**Q:** In this zincblende crystal each nitrogen sits among four hafnium atoms at the corners of a tetrahedron. If I push all the nitrogen atoms straight towards one hafnium, or straight away from it, which way is harder?

**A:** What would you guess, and why?

**Q:** Away from it. Moving away from one hafnium takes nitrogen into the gap between the other three, and three atoms in the way should resist more than one.

**A:** Compare that with the calculation. Positive displacement is towards the single hafnium, negative towards the three. The force is the one on nitrogen, counted along the positive direction. Moving the nitrogen off centre lowers the crystal's symmetry from F-43m to R3m.

Zincblende HfN, all N atoms moved towards (positive) or away from one Hf neighbour in a fixed cell not relaxed at this level (a = 4.910 Å). Ansatz 0.2.0, scalar-relativistic LDA with PBE PAW datasets, 420 eV plane-wave cutoff, 16×16×16 k mesh, 0.15 eV Gaussian smearing, no spin polarisation. Free energies are relative to the undisplaced cell; pressure is positive in compression.

```tsv
displacement (Å)	energy change (eV a cell)	force along direction (eV/Å summed over the moved atoms)	pressure (GPa)
-0.3	0.365	1.955	-3.34
-0.225	0.225	1.744	-5.73
-0.15	0.109	1.332	-7.72
-0.075	0.029	0.751	-9.10
0	0.000	0.000	-9.61
0.075	0.035	-0.951	-9.00
0.15	0.149	-2.160	-7.00
0.225	0.368	-3.753	-3.27
0.2625	0.527	-4.766	-0.64
0.3	0.728	-5.980	2.57
```

**Q:** It is the other way round. At 0.3 Å the push towards one atom costs 0.728 eV, and the push towards three only 0.365 eV. The order is the same at each smaller displacement that was run both ways. What is wrong with counting neighbours?

**A:** It ignores how far each bond is compressed. Nitrogen meets a single hafnium head-on, so a move of 0.3 Å shortens that bond by the full 0.3 Å. It approaches the three at a slant, and the same move shortens each of those bonds by only 0.08 Å. Three slight compressions can cost less than one strong one.

**Q:** Then geometry explains it. I could replace the bonds by four equal springs and be done.

**A:** Try it. A spring of stiffness K whose length changes by u stores ½Ku², and K cancels when you compare the two sides.

**Q:** Towards the one hafnium, that bond shortens by 0.3 Å and the other three lengthen by 0.118 Å each. The sum of squares is 0.3² + 3 × 0.118² = 0.132 Å². Towards the three, one bond lengthens by 0.3 Å and three shorten by 0.080 Å, which gives 0.3² + 3 × 0.080² = 0.109 Å². The ratio is 1.2.

**A:** The calculation gives 2.0. Geometry alone puts the two sides in the right order but supplies only a small part of the difference. Your springs treat a bond shortened by 0.3 Å and one lengthened by 0.3 Å as equally costly.

**Q:** And real bonds don't?

**A:** No. When two atoms are pressed together their electron shells overlap, and the repulsion climbs steeply. When they are drawn apart the bond weakens, and its pull stops growing in proportion. A Morse curve describes both with two constants: the bond energy is (K/2a²)(1 − e^(−au))², where a sets how quickly the stiffness changes with length. I took the undisturbed bond as the minimum of the curve and fitted K and a to the forces of all ten rows.

**Q:** What does the fit say about the bonds?

**A:** A bond shortened by 0.3 Å is about three times as stiff as the undisturbed one, and a bond lengthened by as much has less than a quarter of that stiffness. So the single hafnium resists strongly when nitrogen comes close and holds it only weakly when nitrogen leaves. The energy ratio of the two sides becomes 2.1, close to the calculated value.

**Q:** But you fitted two constants to those very forces. Couldn't another curve have done as well?

**A:** It could, so we need a quantity that the fit never saw. The pressure is one. The cell is fixed and each kind of atom moves as a rigid lattice, so only distances between hafnium and nitrogen change. If forces act between pairs of atoms, the change in pressure must come from hafnium–nitrogen pairs. Both models keep only the nearest of these, the four bonds.

**Q:** The calculated pressure rises on both sides of the centre. What do the two models predict?

**A:** Constant springs predict a fall, because off-centre nitrogen lengthens the bonds on average and they pull the cell inwards. Stiffening bonds predict a rise, because the shortened ones push harder than the lengthened ones pull. That decides between the two models. The size is not right, though: at +0.3 Å the calculated rise is 12 GPa and the stiffening bonds give 6 GPa. The output below shows a similar shortfall in the other rows.

**Q:** Where is the missing half?

**A:** The table can't tell us. The central row has a pressure of −9.6 GPa, so this cell is stretched for LDA, and its bonds should already be under a tension that my curve leaves out. I would expect that tension to close only a small part of the gap. More distant hafnium atoms may also contribute, and in a metal the force of a bond can depend on the electrons around it. I would trust the stiffening as the main reason for the lopsided energy, but not use this curve to predict stresses.

**Q:** Would the same nitride in rocksalt, its usual structure, be lopsided too?

**A:** No, by symmetry. There every hafnium next to a nitrogen has a partner directly opposite, so moving towards one means moving away from the other, and reversing the move gives the same energy. The bonds would still stiffen, but equally for both directions. To guess another case, look at what stands behind the atom as well as what stands in front of it.

Printed output of the fit:

```
fit of force_along_direction on 10 rows: coefficient of u1 - 3*cosb*u3 10.24 +/- 0.95; rms 0.795, worst -0.3 1.61, leave-one-out rms 0.971
fit of force_along_direction on 10 rows: coefficient of (exp(-s*u1) - exp(-2*s*u1) - 3*cosb*(exp(-s*u3) - exp(-2*s*u3)))/s 8.655 +/- 0.068, s 1.34; rms 0.0654, worst 0.3 0.116, leave-one-out rms 0.102
Bond changes (A), forces (eV/A), pressure changes from the centre (GPa):
     row  one bond  other three   force  constant springs  stiffening bonds  pressure change  constant springs P  stiffening bonds P
    -0.3       0.3     -0.08035   1.955             3.565              1.92             6.27              -4.337               2.795
  -0.225     0.225     -0.06406   1.744             2.766             1.688             3.88              -2.453               1.766
   -0.15      0.15     -0.04519   1.332             1.909             1.307             1.89              -1.096              0.8747
  -0.075     0.075     -0.02381   0.751            0.9886             0.754             0.51             -0.2756              0.2421
     0.0         0            0       0                 0                 0                0                   0                   0
   0.075    -0.075      0.02616  -0.951            -1.061           -0.9898             0.61             -0.2789              0.2915
    0.15     -0.15      0.05459   -2.16            -2.197            -2.258             2.61              -1.122                1.27
   0.225    -0.225       0.0852  -3.753            -3.409             -3.86             6.34               -2.54               3.099
  0.2625   -0.2625       0.1013  -4.766            -4.045            -4.807             8.97              -3.468               4.386
     0.3      -0.3       0.1179   -5.98              -4.7            -5.864            12.18              -4.544               5.953
Curvature of the energy near the centre, eV/A^2: 11.35
Energy at +0.3 A over energy at -0.3 A, computed: 1.995
Same energy ratio, constant springs (no fitted constant): 1.204
Same energy ratio, stiffening bonds: 2.082
Size of force at +0.3 A over that at -0.3 A, computed: 3.059
Same force ratio, constant springs: 1.318
Same force ratio, stiffening bonds: 3.054
Predicted share of the pressure rise at +0.3 A, stiffening bonds, percent: 48.87
Predicted share of the pressure rise at -0.3 A, stiffening bonds, percent: 44.58
Model stiffness of a bond shortened by 0.3 A over that of the undisturbed bond: 2.974
Model stiffness of a bond stretched by 0.3 A over that of the undisturbed bond: 0.2261
```
